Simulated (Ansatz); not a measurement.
The calculation used DFT PBE, scalar-relativistic, plane waves, PAW, and for the lanthanide a 4f-in-core norm-conserving potential (Ansatz). All cells share a 770 eV cutoff and Γ-centred k meshes spaced at most about 0.3 Å⁻¹ (about 0.25 or finer for metals, 2π included). No spin polarisation.

All energies are static (0 K, no zero-point motion).

Two relaxed structures of Er3H:

1.

Space group Pm-3m (No. 221). a = 4.753 Å, b = 4.753 Å, c = 4.753 Å, α = 90.00°, β = 90.00°, γ = 90.00°
| atom | site | symmetry | x | y | z |
| --- | --- | --- | --- | --- | --- |
| Er | 3c | 4/mm.m | 0.0000 | 0.5000 | 0.5000 |
| H | 1b | m-3m | 0.5000 | 0.5000 | 0.5000 |

2.

Space group Pm-3m (No. 221). a = 4.655 Å, b = 4.655 Å, c = 4.655 Å, α = 90.00°, β = 90.00°, γ = 90.00°
```json
{"atom": "Er", "site": "3c", "symmetry": "4/mm.m", "x": "0.0000", "y": "0.5000", "z": "0.5000"}
{"atom": "H", "site": "1a", "symmetry": "m-3m", "x": "0.0000", "y": "0.0000", "z": "0.0000"}
```

Problem. Which would you expect to be lower, and how large is the difference?

Solution. Cell 1 is lower, by 0.37 eV/atom. Cell 1 has the anti-ReO3 type, space group Pm-3m (No. 221), 26.8 Å³/atom and no gap on its mesh; cell 2 has the Cu3Au (L1_2) type, space group Pm-3m (No. 221), 25.2 Å³/atom and no gap. Counting Er atoms around H (those within 1.25 times the shortest such distance or 1.15 times the sum of covalent radii, 1.27 where that leaves under three; the shortest distance is added where it exceeds 1.18 times the sum of covalent radii), cell 1 has H 6 and cell 2 has H 12 from 3.3 Å. The lower one is the more open, so pressure narrows the difference. Even the lower one lies +0.31 eV/atom against the reference forms of the elements (uncorrected), so neither is stable at this level. In cell 1, Er has 2 H at 2.38 Å and 8 Er at 3.36 Å; H is surrounded by 6 Er at 2.38 Å. In cell 2, Er is surrounded by 4 H at 3.29 Å and 8 Er at 3.29 Å; H is surrounded by 12 Er at 3.29 Å. Both come from invented guesses. The lowest form computed isn't among them: it has space group P6_3/mmc (No. 194), 25.1 Å³/atom and lies 87 meV/atom below the best shown.

With hydrogen, zero-point motion can shift such differences by 10 meV/atom or more. Cells relaxed within their symmetry can be saddle points. Some structure types and database cells were kept out of the candidates from the start, so a known form may be missing.

The lanthanide is trivalent by construction, without f bands, f moments or other valences.
